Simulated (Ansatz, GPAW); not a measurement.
# Ballistic transport through cyanobenzenedithiol between two Pd chains, from relaxation to T(E), part 4 of 4

How well does cyanobenzenedithiol between two Pd chains conduct once its atoms have relaxed, and how much do cheaper levels lose?

GPAW 26.7.0 and Ansatz 0.2.0; Ansatz plane waves; relaxation of the junction with the lead ends held (the session's first sound run).

So far, transmission at the Fermi level (one spin): step 3 (plane waves, PBE) 0.849; step 4 (GPAW, dzp, PBE, GPAW) 0.814; step 5 (single-zeta polarised basis, PBE, GPAW) 0.536; step 6 (minimal basis, PBE, GPAW) 0.588; step 7 (revPBE in the dzp basis: xc = "revPBE") 0.792.

## (8) The structure as built: geometry = "as built"

Level of this step: GPAW LCAO, PAW setups; Landauer transmission from Green's functions with principal layers (ASE), zero bias (GPAW).

The dzp basis with PBE on the structure as first built shows what the relaxation was worth.

File run.py:

```python
import json
import numpy as np
from ase import Atoms
from ase.transport.calculators import TransportCalculator
from gpaw import GPAW, FermiDirac
from gpaw.lcao.tools import get_lcao_hamiltonian
from scipy.linalg import eigh

# The junction with lead layers at both ends, along the third cell vector
device = Atoms(
    ['Pd', 'Pd', 'Pd', 'Pd', 'Pd', 'Pd', 'Pd', 'Pd', 'S', 'C', 'H', 'H', 'C', 'C', 'C', 'C', 'H', 'C', 'C', 'N', 'S', 'Pd', 'Pd', 'Pd', 'Pd', 'Pd', 'Pd', 'Pd', 'Pd'],
    positions=[
        [7.13143, 4.58739, 1.25000],
        [7.13143, 4.58739, 3.75000],
        [7.13143, 4.58739, 6.25000],
        [7.13143, 4.58739, 8.75000],
        [7.13143, 4.58739, 11.25000],
        [7.13143, 4.58739, 13.75000],
        [7.13143, 4.58739, 16.25000],
        [7.13143, 4.58739, 18.75000],
        [5.37988, 5.92478, 19.64880],
        [5.40376, 5.86958, 21.42542],
        [7.55530, 5.89446, 21.57996],
        [3.25000, 5.86905, 21.60815],
        [6.61255, 5.86529, 22.12502],
        [4.20282, 5.85396, 22.13432],
        [6.62548, 5.83321, 23.53023],
        [4.20845, 5.82115, 23.53204],
        [3.25553, 5.81164, 24.05929],
        [7.89717, 5.82999, 24.19305],
        [5.41582, 5.80348, 24.24373],
        [8.92957, 5.80916, 24.72257],
        [5.30686, 5.77970, 26.02931],
        [7.13143, 4.58739, 26.98522],
        [7.13143, 4.58739, 29.48522],
        [7.13143, 4.58739, 31.98522],
        [7.13143, 4.58739, 34.48522],
        [7.13143, 4.58739, 36.98522],
        [7.13143, 4.58739, 39.48522],
        [7.13143, 4.58739, 41.98522],
        [7.13143, 4.58739, 44.48522]],
    cell=[[14.26286, 0.0, 0.0], [0.0, 9.17478, 0.0], [0.0, 0.0, 45.73522]],
    pbc=True)

# One principal layer of the lead: the first 5 atoms of the device
lead = Atoms(
    ['Pd', 'Pd', 'Pd', 'Pd', 'Pd'],
    positions=[
        [7.13143, 4.58739, 1.25000],
        [7.13143, 4.58739, 3.75000],
        [7.13143, 4.58739, 6.25000],
        [7.13143, 4.58739, 8.75000],
        [7.13143, 4.58739, 11.25000]],
    cell=[[14.26286, 0.0, 0.0], [0.0, 9.17478, 0.0], [0.0, 0.0, 12.5]],
    pbc=True)

settings = dict(mode='lcao', basis='dzp', xc='PBE', h=0.18,
                occupations=FermiDirac(0.1), maxiter=250,
                mixer=dict(beta=0.1, nmaxold=8, weight=100.0),
                convergence=dict(density=0.0001))
energies = np.arange(-2, 2 + 1e-9, 0.025)
eta = 0.0001
n1, n2 = 1, 1
# k and -k transmit alike, so half of the mesh across the current serves
mesh = [(i, j) for i in range(n1) for j in range(n2) if (i, j) <= (-i % n1, -j % n2)]
weights = np.array([1 if (i, j) == (-i % n1, -j % n2) else 2 for i, j in mesh]) / (n1 * n2)


def ground_state(atoms, size, txt):
    atoms.calc = GPAW(kpts={'size': size, 'gamma': True}, symmetry={'tolerance': 1e-3}, txt=txt, **settings)
    atoms.get_potential_energy()
    return atoms.calc.get_fermi_level()


def blocks(atoms, fermi, points, nz, cells):
    """H - E_F S and S between cell 0 and the cells above it, at each point across the current."""
    kz = np.arange(nz) / nz
    calc = atoms.calc.fixed_density(kpts=[(*k, z) for k in points for z in kz], symmetry='off', txt=None)
    H, S = get_lcao_hamiltonian(calc)
    H = (H - fermi * S).reshape(len(H), len(points), nz, *S.shape[1:])
    S = S.reshape(H.shape[1:])
    phases = [np.exp(-2j * np.pi * kz * R) / nz for R in cells]
    return [(np.einsum('skzij,z->ksij', H, p), np.einsum('kzij,z->kij', S, p)) for p in phases]


def pair(a, b):
    return np.block([[a, b], [b.T.conj(), a]])


def count_channels(h, s, cells, nk=240):
    """Half the number of times that the lead's bands cross each energy, unfolded to its shortest repeat."""
    b = len(h) // cells
    bands = []
    for k in (np.arange(nk + 1) + 0.5) / nk:
        hk, sk = h[:b, :b].copy(), s[:b, :b].copy()
        for R in range(1, cells):
            phase, block = np.exp(2j * np.pi * k * R), slice(R * b, (R + 1) * b)
            hk += h[:b, block] * phase + (h[:b, block] * phase).T.conj()
            sk += s[:b, block] * phase + (s[:b, block] * phase).T.conj()
        w, u = eigh(sk)
        x = u[:, w > 1e-5] / w[w > 1e-5]**0.5  # drop near-dependent combinations
        bands.append(np.r_[eigh(x.T.conj() @ hk @ x, eigvals_only=True), [1e9] * (w <= 1e-5).sum()])
    below = np.array(bands)[:, :, None] < energies
    return (below[1:] != below[:-1]).sum((0, 1)) / 2


fermi_lead = ground_state(lead, (1, 1, 9), 'lead.txt')
fermi_device = ground_state(device, (1, 1, 2), 'device.txt')
T, channels, eigen, tail, misfit, shifts = [], [], [], 0.0, 0.0, []
for first in range(0, len(mesh), 132):
    points = [(i / n1, j / n2) for i, j in mesh[first:first + 132]]
    (H0k, S0k), (H1k, S1k), (H2k, _) = blocks(lead, fermi_lead, points, 5, range(3))
    [(Hk, Sk)] = blocks(device, fermi_device, points, 2, [0])
    tail = max(tail, abs(H2k).max())
    for H0, S0, H1, S1, H, S in zip(H0k, S0k, H1k, S1k, Hk, Sk):
        n = len(S0)
        # Shift the lead onto the potential of the device's first layer
        shift = ((H[:, 0, 0] - H0[:, 0, 0]) / S0[0, 0]).real.mean()
        shifts.append(shift)
        misfit = max(misfit, abs(H[:, :n, :n] - H0 - shift * S0).max())
        Tk, Ck, Ek = [], [], []
        for s in range(len(H)):
            t = s % len(H0)  # a lead without moments serves both spins
            h1, s1 = pair(H0[t] + shift * S0, H1[t] + shift * S1), pair(S0, S1)
            leads = dict(h1=h1, s1=s1, energies=energies, eta=eta, eta1=eta, eta2=eta)
            calc = TransportCalculator(h=H[s], s=S, eigenchannels=3, **leads)
            Tk.append(calc.get_transmission())
            Ek.append(np.sort(calc.eigenchannels_ne, axis=0)[::-1])
            Ck.append(count_channels(h1, s1, 10))
        T.append(Tk)
        channels.append(Ck)
        eigen.append(Ek)
T, channels = np.array(T), np.array(channels)
mean, open_channels = np.einsum('kse,k->se', T, weights), np.einsum('kse,k->se', channels, weights)

print(f'basis functions: device {len(S)}, principal layer {n}')
print(f'Fermi level: lead {fermi_lead:.4f} eV, device {fermi_device:.4f} eV; lead shifted by {np.mean(shifts):.4f} eV')
print(f'largest coupling past the next layer {tail:.2e} eV, largest misfit of the first layer {misfit:.3f} eV')
print('  E-E_F (eV)   ' + 'T (one spin)  channels')
for e, t, c in zip(energies, mean.T, open_channels.T):
    print(f'{e:10.3f}  ', *[f'{x:11.4e}' for x in t], *[f'{x:9.4f}' for x in c])

kT = 8.617333e-5 * 300
fine = np.linspace(energies[0], energies[-1], 4001)
both = np.exp(np.interp(fine, energies, np.log(np.maximum(mean.sum(0) * 2 / len(mean), 1e-30))))
fermi = lambda mu: 1 / (1 + np.exp(np.clip((fine - mu) / kT, -200, 200)))
slope = fermi(0) * (1 - fermi(0)) / kT
G = np.trapezoid(both * slope, fine) / 2
seebeck = -np.trapezoid(both * slope * fine, fine) / (2 * G * 300) * 1e6
print(f'conductance at 300 K: {G:.5g} G0 a cell; thermopower {seebeck:.4g} uV/K')
bias = [0.1, 0.2, 0.5, 1.0, 1.5, 2.0]
current = [38.74 * np.trapezoid(both * (fermi(V / 2) - fermi(-V / 2)), fine) for V in bias]
for V, I in zip(bias, current):
    print(f'current from the zero-bias T(E) at {V} V: {I:.5g} uA')
zero = abs(energies).argmin()
json.dump(dict(energies=energies.tolist(), T=mean.tolist(), channels=open_channels.tolist(), G=G, seebeck=seebeck,
               bias=bias, current=current, tail=tail, misfit=misfit, shift=np.mean(shifts), n_device=len(S), n_lead=n,
               fermi=[fermi_lead, fermi_device], energy=device.get_potential_energy(),
               moments=device.get_magnetic_moments().tolist(), mesh=mesh, weights=weights.tolist(),
               T_k=T[:, :, zero].tolist(), eigen=np.array(eigen[0]).tolist()), open('result.json', 'w'))
```

Started as:

```sh
$ OMP_NUM_THREADS=1 OPENBLAS_NUM_THREADS=1 python run.py
```

Numbers of over 12 decimals in the logs are rounded to 6 here.

The program printed:

```text
basis functions: device 577, principal layer 135
Fermi level: lead -4.4198 eV, device -4.2887 eV; lead shifted by -0.0021 eV
largest coupling past the next layer 1.07e-04 eV, largest misfit of the first layer 0.024 eV
  E-E_F (eV)   T (one spin)  channels
    -2.000    8.7413e-01    3.0000
    -1.975    9.9815e-01    3.0000
    -1.950    9.5367e-01    3.0000
[...]
1.975    1.4859e-03    1.0000
     2.000    1.3330e-03    1.0000
conductance at 300 K: 0.83739 G0 a cell; thermopower 18.74 uV/K
current from the zero-bias T(E) at 0.1 V: 6.338 uA
current from the zero-bias T(E) at 0.2 V: 11.793 uA
current from the zero-bias T(E) at 0.5 V: 19.747 uA
current from the zero-bias T(E) at 1.0 V: 26.962 uA
current from the zero-bias T(E) at 1.5 V: 43.35 uA
current from the zero-bias T(E) at 2.0 V: 47.515 uA
```

Run time: 22 min. Hardware: 1 thread of Arm Neoverse N1, shared host; peak memory 3.5 GiB.

Numbers from this step:

| Quantity | Value |
| --- | --- |
| conductance | 0.8374 G₀ |
| largest coupling past the next principal layer | 1.07e-4 eV |
| largest misfit of the first principal layer | 0.02431 eV |
| shift that aligns the lead | -0.002103 eV |
| transmission at the Fermi level (one spin) | 0.8921 |

One spin. The transmission, zone mean by energy, zero at the Fermi level:

| energy (eV) | transmission, zone mean |
| --- | --- |
| -2.000 | 0.874 |
| -1.975 | 0.998 |
| -1.800 | 0.378 |
| -1.600 | 0.675 |
| -1.525 | 0.987 |
| -1.400 | 0.299 |
| -1.200 | 0.0144 |
| -1.000 | 0.0442 |
| -0.800 | 0.301 |
| -0.600 | 0.933 |
| -0.525 | 0.999 |
| -0.400 | 0.175 |
| -0.200 | 0.374 |
| -0.050 | 0.962 |
| 0.000 | 0.892 |
| 0.200 | 0.0693 |
| 0.400 | 0.0182 |
| 0.600 | 0.0106 |
| 0.800 | 0.00782 |
| 1.000 | 0.00614 |
| 1.200 | 0.00492 |
| 1.400 | 0.00395 |
| 1.600 | 0.00312 |
| 1.800 | 0.00233 |
| 2.000 | 0.00133 |

The conductance, 0.837 G₀, lies 6.7 % above that of the dzp run.

## (9) The ladder

Times are wall times on the hardware named with each run. The series side by side:

| no. | run | conductance (G₀) | time | memory (GiB) |
| --- | --- | --- | --- | --- |
| 1 | pw PBE | 0.8204 | 8.7 h | 6.6 |
| 2 | dzp | 0.7848 | 23 min | 3.5 |
| 3 | szp | 0.4801 | 15 min | 3.4 |
| 4 | sz | 0.5547 | 11 min | 3.2 |
| 5 | dzp revPBE | 0.7639 | 23 min | 3.5 |
| 6 | asbuilt | 0.8374 | 22 min | 3.5 |

## (10) Comparison

The curves are compared point by point over the common energies.

This step: comparison of transmission and cost over codes, levels and geometry (GPAW 26.7.0).

Ladder, by row:

| step | code | T at the Fermi level (sum over the listed spins) | conductance (G0) | r.m.s. T(E) from the first | wall time (s) | peak memory (GiB) | threads |
| --- | --- | --- | --- | --- | --- | --- | --- |
| pw-pbe | Ansatz | 0.8486 | 0.8204 | 0 | 31146 | 6.571 | 4 |
| dzp | GPAW | 0.8137 | 0.7848 | 0.09326 | 1353 | 3.51 | 1 |
| szp | GPAW | 0.5356 | 0.4801 | 0.1566 | 900 | 3.36 | 1 |
| sz | GPAW | 0.588 | 0.5547 | 0.1475 | 651.4 | 3.22 | 1 |
| dzp-revPBE | GPAW | 0.7917 | 0.7639 | 0.08726 | 1376 | 3.51 | 1 |
| asbuilt | GPAW | 0.8921 | 0.8374 | 0.2554 | 1347 | 3.51 | 1 |

The transmission, zone mean, sum over the listed spins by energy, zero at the Fermi level:

| energy (eV) | pw-pbe | dzp | szp | sz | dzp-revPBE | asbuilt |
| --- | --- | --- | --- | --- | --- | --- |
| -2.000 | 0.304 | 0.248 | 0.847 | 0.609 | 0.255 | 0.874 |
| -1.925 | 0.933 | 0.822 | 0.357 | 0.287 | 0.836 | 0.801 |
| -1.900 | 0.887 | 0.876 | 0.310 | 0.203 | 0.878 | 0.643 |
| -1.800 | 0.477 | 0.517 | 0.128 | 0.117 | 0.503 | 0.378 |
| -1.700 | 0.226 | 0.238 | 0.110 | 0.158 | 0.233 | 0.413 |
| -1.600 | 0.0372 | 0.140 | 0.0190 | 0.0333 | 0.125 | 0.675 |
| -1.500 | 0.0421 | 0.0298 | 0.0234 | 0.0164 | 0.0274 | 0.977 |
| -1.400 | 0.178 | 0.0591 | 0.139 | 0.109 | 0.0710 | 0.299 |
| -1.300 | 0.236 | 0.255 | 0.225 | 0.296 | 0.276 | 0.0595 |
| -1.200 | 0.118 | 0.243 | 0.128 | 0.199 | 0.234 | 0.0144 |
| -1.100 | 0.104 | 0.138 | 0.0854 | 0.132 | 0.135 | 0.00455 |
| -1.000 | 0.202 | 0.139 | 0.0568 | 0.136 | 0.140 | 0.0442 |
| -0.900 | 0.210 | 0.242 | 0.213 | 0.180 | 0.232 | 0.123 |
| -0.800 | 0.546 | 0.232 | 0.706 | 0.555 | 0.228 | 0.301 |
| -0.750 | 0.724 | 0.257 | 0.730 | 0.601 | 0.331 | 0.562 |
| -0.725 | 0.737 | 0.382 | 0.721 | 0.592 | 0.491 | 0.694 |
| -0.700 | 0.709 | 0.558 | 0.702 | 0.556 | 0.634 | 0.788 |
| -0.600 | 0.492 | 0.617 | 0.0892 | 0.494 | 0.561 | 0.933 |
| -0.550 | 0.366 | 0.403 | 0.377 | 0.326 | 0.389 | 0.998 |
| -0.500 | 0.228 | 0.389 | 0.277 | 0.271 | 0.270 | 0.979 |
| -0.400 | 0.217 | 0.179 | 0.191 | 0.194 | 0.179 | 0.175 |
| -0.300 | 0.398 | 0.347 | 0.252 | 0.255 | 0.345 | 0.150 |
| -0.200 | 0.723 | 0.707 | 0.722 | 0.703 | 0.716 | 0.374 |
| -0.125 | 0.908 | 0.899 | 0.867 | 0.971 | 0.908 | 0.725 |
| -0.100 | 0.936 | 0.922 | 0.841 | 0.954 | 0.927 | 0.841 |
| -0.075 | 0.944 | 0.922 | 0.792 | 0.896 | 0.922 | 0.925 |
| 0.000 | 0.849 | 0.814 | 0.536 | 0.588 | 0.792 | 0.892 |
| 0.100 | 0.505 | 0.451 | 0.289 | 0.300 | 0.385 | 0.487 |
| 0.175 | 0.491 | 0.0749 | 1.5e-5 | 1.1e-4 | 0.0462 | 0.0953 |
| 0.200 | 0.0325 | 0.00148 | 5.7e-4 | 5.6e-4 | 0.00110 | 0.0693 |
| 0.300 | 0.00295 | 0.00401 | 0.00215 | 0.00162 | 0.00350 | 0.0299 |
| 0.400 | 0.00489 | 0.00501 | 0.00254 | 0.00193 | 0.00453 | 0.0182 |
| 0.500 | 0.00510 | 0.00490 | 0.00263 | 0.00204 | 0.00451 | 0.0133 |
| 0.600 | 0.00490 | 0.00458 | 0.00263 | 0.00210 | 0.00428 | 0.0106 |
| 0.700 | 0.00461 | 0.00426 | 0.00260 | 0.00213 | 0.00401 | 0.00900 |
| 0.800 | 0.00431 | 0.00396 | 0.00256 | 0.00215 | 0.00376 | 0.00782 |
| 0.900 | 0.00405 | 0.00371 | 0.00252 | 0.00217 | 0.00354 | 0.00691 |
| 1.000 | 0.00382 | 0.00350 | 0.00249 | 0.00220 | 0.00335 | 0.00614 |
| 1.100 | 0.00363 | 0.00332 | 0.00247 | 0.00224 | 0.00320 | 0.00549 |
| 1.200 | 0.00347 | 0.00318 | 0.00248 | 0.00230 | 0.00307 | 0.00492 |
| 1.300 | 0.00334 | 0.00307 | 0.00250 | 0.00239 | 0.00297 | 0.00441 |
| 1.400 | 0.00324 | 0.00298 | 0.00257 | 0.00253 | 0.00289 | 0.00395 |
| 1.500 | 0.00317 | 0.00292 | 0.00269 | 0.00279 | 0.00285 | 0.00352 |
| 1.600 | 0.00311 | 0.00289 | 0.00292 | 0.00349 | 0.00282 | 0.00312 |
| 1.700 | 0.00307 | 0.00287 | 0.00361 | 8.4e-4 | 0.00281 | 0.00273 |
| 1.800 | 0.00300 | 0.00286 | 4.6e-4 | 0.00186 | 0.00281 | 0.00233 |
| 1.900 | 0.00283 | 0.00285 | 0.00238 | 0.00243 | 0.00281 | 0.00189 |
| 2.000 | 0.00169 | 0.00264 | 0.00296 | 0.00283 | 0.00270 | 0.00133 |

## (11) Other settings

One more run, with changed settings.

This step: GPAW LCAO, PAW setups; Landauer transmission from Green's functions with principal layers (ASE), zero bias (GPAW 26.7.0).

Edit run.py of step 8 so:

```diff
@@ -18,19 +18,19 @@
         [7.13143, 4.58739, 13.75000],
-        [7.13143, 4.58739, 16.25000],
-        [7.13143, 4.58739, 18.75000],
-        [5.37988, 5.92478, 19.64880],
-        [5.40376, 5.86958, 21.42542],
-        [7.55530, 5.89446, 21.57996],
-        [3.25000, 5.86905, 21.60815],
-        [6.61255, 5.86529, 22.12502],
-        [4.20282, 5.85396, 22.13432],
-        [6.62548, 5.83321, 23.53023],
-        [4.20845, 5.82115, 23.53204],
-        [3.25553, 5.81164, 24.05929],
-        [7.89717, 5.82999, 24.19305],
-        [5.41582, 5.80348, 24.24373],
-        [8.92957, 5.80916, 24.72257],
-        [5.30686, 5.77970, 26.02931],
-        [7.13143, 4.58739, 26.98522],
-        [7.13143, 4.58739, 29.48522],
+        [7.03249, 4.67167, 16.38519],
+        [7.42648, 4.55220, 19.08272],
+        [6.19800, 5.21211, 20.83824],
+        [6.41016, 4.89815, 22.56039],
+        [8.50059, 4.31050, 22.70419],
+        [4.32780, 5.43195, 22.83518],
+        [7.58094, 4.51144, 23.25308],
+        [5.24200, 5.13022, 23.34719],
+        [7.57270, 4.38238, 24.65562],
+        [5.22630, 4.97379, 24.72267],
+        [4.29977, 5.13825, 25.27351],
+        [8.74636, 3.97163, 25.38100],
+        [6.38896, 4.59121, 25.42481],
+        [9.82050, 3.57820, 25.72726],
+        [6.29970, 4.17729, 27.15375],
+        [8.49323, 3.89182, 27.54567],
+        [6.91275, 4.93219, 29.35039],
         [7.13143, 4.58739, 31.98522],
@@ -44,12 +44,9 @@
 
-# One principal layer of the lead: the first 5 atoms of the device
+# One principal layer of the lead: the first 2 atoms of the device
 lead = Atoms(
-    ['Pd', 'Pd', 'Pd', 'Pd', 'Pd'],
+    ['Pd', 'Pd'],
     positions=[
         [7.13143, 4.58739, 1.25000],
-        [7.13143, 4.58739, 3.75000],
-        [7.13143, 4.58739, 6.25000],
-        [7.13143, 4.58739, 8.75000],
-        [7.13143, 4.58739, 11.25000]],
-    cell=[[14.26286, 0.0, 0.0], [0.0, 9.17478, 0.0], [0.0, 0.0, 12.5]],
+        [7.13143, 4.58739, 3.75000]],
+    cell=[[14.26286, 0.0, 0.0], [0.0, 9.17478, 0.0], [0.0, 0.0, 5.0]],
     pbc=True)
@@ -57,3 +54,3 @@
 settings = dict(mode='lcao', basis='dzp', xc='PBE', h=0.18,
-                occupations=FermiDirac(0.1), maxiter=250,
+                occupations=FermiDirac(0.1), maxiter=75,
                 mixer=dict(beta=0.1, nmaxold=8, weight=100.0),
@@ -128,3 +125,3 @@
             Ek.append(np.sort(calc.eigenchannels_ne, axis=0)[::-1])
-            Ck.append(count_channels(h1, s1, 10))
+            Ck.append(count_channels(h1, s1, 4))
         T.append(Tk)
```

The program printed:

```text
basis functions: device 577, principal layer 54
Fermi level: lead -4.4150 eV, device -4.2287 eV; lead shifted by -0.0021 eV
largest coupling past the next layer 1.70e-01 eV, largest misfit of the first layer 0.010 eV
  E-E_F (eV)   T (one spin)  [channel counts left out]
    -2.000    2.6006e-01
    -1.975    4.2239e-01
    -1.950    6.1889e-01
    -1.925    8.2911e-01
    -1.900    8.6442e-01
    -1.875    7.1038e-01
    -1.850    6.1919e-01
    -1.825    5.5237e-01
    -1.800    5.1848e-01
    -1.775    4.0267e-01
    -1.750    3.1757e-01
    -1.725    2.6728e-01
    -1.700    2.3734e-01
    -1.675    2.1836e-01
    -1.650    2.0215e-01
    -1.625    1.7837e-01
[...]
1.825    9.2719e-04
     1.850    5.6026e-04
     1.875    3.5964e-04
     1.900    2.6014e-04
     1.925    2.2052e-04
     1.950    2.2874e-04
     1.975    3.1491e-04
     2.000    7.1648e-04
conductance at 300 K: 0.78176 G0 a cell; thermopower 21.47 uV/K
current from the zero-bias T(E) at 0.1 V: 5.9567 uA
current from the zero-bias T(E) at 0.2 V: 11.36 uA
current from the zero-bias T(E) at 0.5 V: 21.444 uA
current from the zero-bias T(E) at 1.0 V: 26.875 uA
current from the zero-bias T(E) at 1.5 V: 36.353 uA
current from the zero-bias T(E) at 2.0 V: 41.075 uA
```

It took 18 min on 1 thread; peak memory 3.3 GiB.

The run finished. A setting was moved off its sound value on purpose, so it serves as a test and not as the result.

The fault put into the input: a principal layer shorter than the orbitals' reach (n_lead = 2 and period = 5.0).

Side by side:

| quantity | this run | sound run | difference |
| --- | --- | --- | --- |
| conductance (G₀) | 0.78176 | 0.78485 | -0.00308 |
| largest coupling past the next principal layer (eV) | 0.17028 | 1.071e-4 | 0.170 |
| largest misfit of the first principal layer (eV) | 0.010490 | 0.020573 | -0.0101 |
| shift that aligns the lead (eV) | -0.0020923 | -0.0026939 | 6.0e-4 |
| basis functions of a principal layer | 54 | 135 | -81 |
| transmission at the Fermi level (one spin) | 0.81994 | 0.81369 | 0.00625 |

One result that differs is the largest coupling past the next principal layer, 0.170 eV against 1.1e-4 eV.

## (12) Summary of results

```yaml
conductance: 0.785 G₀
transmission_at_the_fermi_level_mean_of_the_spins: 0.814
```

In words: In the dzp basis the junction conducts 0.785 G₀ at 300 K, with T = 0.814 a spin at the Fermi level; no smaller basis tried comes within 10 % of that conductance. Relaxation moved atoms by up to 2.6 Å and took the conductance from 0.837 to 0.785 G₀, as a ratio a smaller change than the step from dzp to the minimal basis. Plane waves (PBE) give T = 0.849 there. At the Fermi level one eigenchannel carries the current (0.81). Measured against the first run (pw-pbe), the nearest curve is that of dzp-revPBE (r.m.s. 0.087) and the farthest that of asbuilt (0.26). Over the compared runs wall time goes from 651 s (sz) to 31146 s (pw-pbe), on a shared host; the plane-wave run used 4 threads and the orbital runs 1. Moves of this size go well beyond a change of bond lengths: the free chain atoms or the scatterer took up a new arrangement, and the name in the title describes the start. The leads kept an estimated spacing and the cell its length, so the junction may be under some tension or compression. The run had no spin polarisation, so a magnetic state, which chains and small molecules with open shells often have, wasn't tested. Semilocal functionals put molecular levels too near the Fermi level, so such conductances usually come out too high, and chain electrodes have a sharper density of states than real ones. An evenly spaced straight chain is an idealisation: free chains tend to dimerise, zigzag or, where a band edge lies near the Fermi level, turn magnetic. The currents use the zero-bias T(E) throughout, which holds only while the bias is small against the distance to the nearest feature. Within about eight thermal energies of the Fermi level ln T(E) bends sharply from one computed energy to the next, or the lead's channel count changes, so the thermal averages, above all the thermopower, rest on an interpolation that may be rough.

[Logs are printed without paths, hosts, clocks, repeated set-up lines and the standing remarks that a program may print on its own settings, such as how far it seeks lower states.]

[Hosts, paths, dates, database ids (printed as entryN), source tags and the programs' standing remarks are cut or masked in the printed files.]
